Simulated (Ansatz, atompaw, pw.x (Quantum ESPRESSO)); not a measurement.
pw.x on sc Ce: one setting changed

Potential: PAW, atompaw 4.2.0.5, PBE; core [Kr] 4d10, reference 4f1 5s2 5p6 5d1 6s2 6p0; waves: 5s (bound); 6s (bound); 5p (bound); 6p (bound, empty); 5d (bound); 5d channel at 1.6 Ry; 4f (bound); 4f channel at -0.05 Ry; local part: bessel scheme, radius 2.05 bohr; core correction: smooth core density matched at 2.60 bohr; augmentation: besselshape compensation charge, radius 2.60 bohr; PAW radius 2.75 bohr; waves and projectors: bloechl.

The reference run (k-mesh 11³, cutoffs 45/450 Ry, Fermi–Dirac 0.01 Ry, mixing_beta 0.4, conv_thr 1e-9, no spin) gives -0.19 GPa at 25.409 Å³/atom, where all-electron LAPW gives -0.37 GPa. This run, with its own iteration cap, changes k-mesh shift to 1.

```
&control
  calculation='scf', prefix='x', pseudo_dir='./', outdir='./tmp', tstress=.true., disk_io='none'
/
&system
  ibrav=0, nat=1, ntyp=1, ecutwfc=45, ecutrho=450, nbnd=14,
  occupations='smearing', smearing='fd', degauss=0.01
/
&electrons
  conv_thr=1e-09, mixing_beta=0.4, electron_maxstep=50
/
ATOMIC_SPECIES
Ce 1.0 Ce.UPF
CELL_PARAMETERS angstrom
  2.93987721 0.00000000 0.00000000
  0.00000000 2.93987721 0.00000000
  0.00000000 0.00000000 2.93987721
ATOMIC_POSITIONS crystal
Ce 0.0000 0.0000 0.0000
K_POINTS automatic
11 11 11 1 1 1
```

```bash
pw.x < Ce.scf.in > Ce.scf.out
```

**Question.** How does the run end?

**Answer.** It converges in 12 iterations; the free energy moves by -7.5 meV/atom and the pressure by +0.24 GPa.

```
Message from routine setup:
     using ibrav=0 with symmetry is DISCOURAGED, use correct ibrav instead
     lattice parameter (alat)  =       5.5556  a.u.
     unit-cell volume          =     171.4684 (a.u.)^3
     number of electrons       =        12.00
     number of Kohn-Sham states=           14
     kinetic-energy cutoff     =      45.0000  Ry
     charge density cutoff     =     450.0000  Ry
     scf convergence threshold =      1.0E-09
     Exchange-correlation= SLA PW PBX PBC
     number of k points=    56  Fermi-Dirac smearing, width (Ry)=  0.0100
     iteration #  1     ecut=    45.00 Ry     beta= 0.40
     total energy              =    -481.96164915 Ry
     estimated scf accuracy    <       0.12885843 Ry
     iteration #  2     ecut=    45.00 Ry     beta= 0.40
     total energy              =    -481.94271228 Ry
     estimated scf accuracy    <       0.23138293 Ry
     iteration #  3     ecut=    45.00 Ry     beta= 0.40
     total energy              =    -482.01643291 Ry
     estimated scf accuracy    <       0.02525050 Ry
     [... 6 iterations left out ...]
     iteration # 10     ecut=    45.00 Ry     beta= 0.40
     total energy              =    -482.02209372 Ry
     estimated scf accuracy    <       0.00000100 Ry
     iteration # 11     ecut=    45.00 Ry     beta= 0.40
     total energy              =    -482.02209393 Ry
     estimated scf accuracy    <          1.6E-09 Ry
     iteration # 12     ecut=    45.00 Ry     beta= 0.40
     the Fermi energy is    16.1667 ev
!    total energy              =    -482.02209393 Ry
     estimated scf accuracy    <          9.2E-10 Ry
     smearing contrib. (-TS)   =      -0.01460426 Ry
     convergence has been achieved in  12 iterations
          total   stress  (Ry/bohr**3)                   (kbar)     P=        0.46
     Message from routine punch:
     Nothing written, as per user request (disk_io='none')
```

The run took about 70 s on one core of a shared server CPU.
